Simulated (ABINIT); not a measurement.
Crystal: Al2O3.

```xyz
5
Lattice="3.0175 0.0000 0.0000 -1.5087 2.6132 0.0000 0.0000 0.0000 7.5746" Properties=species:S:1:pos:R:3 pbc="T T T"
Al    0.0000    0.0000    5.4693
Al    0.0000    0.0000    2.1054
O     0.0000    0.0000    3.7873
O     1.5087    0.8711    6.0638
O     0.0000    1.7421    1.5108
```

Measurements of this composition are mostly on another form, of space group No. 167.

Base run:

```yaml
Program: ABINIT 10.8.3 (patched build)
Functional: PBE
Potentials_or_basis: JTH PAW PBE v2.0
Cutoff: 626 eV
k_mesh: 10 × 10 × 4
Occupations: fermi-dirac, width 0.05 eV
Spin: no spin polarisation
```

Its results: band gap on the k mesh 2.28 eV, direct; pressure 0.0 GPa; largest force 0.060 eV/Å.

Task: The run is repeated on the same cell with these changes: functional from PBE to PBEsol. What comes out?

Result: Band gap on the k mesh 2.18 eV, direct; pressure -2.6 GPa; largest force 0.127 eV/Å.

PBEsol binds more tightly than PBE, so the same cell stands under less pressure.

Caveats: the atomic spheres overlap; the PAW data sets were made with another functional, which shifts forces and pressure a little (some runs).
